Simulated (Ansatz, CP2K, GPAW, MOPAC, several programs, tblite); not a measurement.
**What cheap methods get right for MgO**

Aim: run MgO through methods of unlike cost and see what each gets, and at what price.

Program: MOPAC, tblite, CP2K, GPAW, Ansatz (versions at each run). Level of theory: no spin polarisation, static lattice; gaps from single points on the cell relaxed beforehand with r²SCAN. These are calculated values, not measurements.

**1. The starting structure**

The structure is hexagonal, space group P6_3mc (No. 186). Conventional cell: a = 3.288 Å, b = 3.288 Å, c = 5.034 Å, α = 90.00°, β = 90.00°, γ = 120.00°. Around Mg (site symmetry 3m) lie 4 O at 1.97 to 1.99 Å. O (site symmetry 3m) has 4 Mg at 1.97 to 1.99 Å as nearest neighbours.

As a file:

```cif
data_structure
_symmetry_space_group_name_H-M 'P 1'
_symmetry_Int_Tables_number 1
_cell_length_a 3.2882
_cell_length_b 3.2882
_cell_length_c 5.0344
_cell_angle_alpha 90.000
_cell_angle_beta 90.000
_cell_angle_gamma 120.000
_cell_volume 47.14
loop_
_atom_site_label
_atom_site_type_symbol
_atom_site_fract_x
_atom_site_fract_y
_atom_site_fract_z
_atom_site_occupancy
Mg1 Mg 0.33333 0.66667 0.99016 1
Mg2 Mg 0.66667 0.33333 0.49016 1
O1 O 0.33333 0.66667 0.38484 1
O2 O 0.66667 0.33333 0.88484 1
```

The structure type (wurtzite) is imposed and need not be the compound's stable one.

**Question.** The methods are PM6, PM7, GFN1-xTB (tblite), GFN2-xTB (tblite), PBE/DZVP, PBE/single-zeta, PBE/SZV, coarse PBE, GLLB-SC, PBE, r2SCAN. What gap does r2SCAN give on this cell, and which other methods (full PBE left aside) come nearest to r2SCAN and farthest in gap, volume and bulk modulus?

| quantity | value |
| --- | --- |
| r2SCAN | gap 4.22 eV, 11.79 Å³/atom, B₀ 127 GPa |
| gap: nearest and farthest of the other methods | PM7 (-0.55 eV), GFN1-xTB (tblite) (-3.73 eV) |
| volume: nearest and farthest of the other methods | PM7 (+3.7 %), PBE/SZV (+10.1 %) |
| bulk modulus: nearest and farthest of the other methods | PBE/DZVP (+6 %), PM7 (+81 %) |

**Reading.** Among the 9 methods compared for the gap (full PBE left aside), PM7 is nearest to r2SCAN and GFN1-xTB (tblite) farthest. For the volume, of the 4 methods compared (full PBE left aside), PM7 comes nearest to r2SCAN and PBE/SZV is farthest. For the bulk modulus, of the 4 methods compared (full PBE left aside), PBE/DZVP comes nearest to r2SCAN and PM7 is farthest. A minimal basis or a coarse cutoff and mesh shifts results by its own error, so closeness to r2SCAN can be chance. Cluster runs see only the k-points that fold onto the zone centre, so their gaps can miss the band edges. GLLB-SC is compared with its derivative discontinuity added. No volume is given for PM6, GFN2-xTB (tblite), PBE/single-zeta, coarse PBE, which can hide a larger miss. CPU times run from 1.1 s (coarse PBE) to 1.8 min (PBE/single-zeta). On this cell PBE/single-zeta, GLLB-SC cost more than r2SCAN itself (19 s), so they are no saving here. r2SCAN is a yardstick, not the truth: it usually gives gaps below the measured ones.
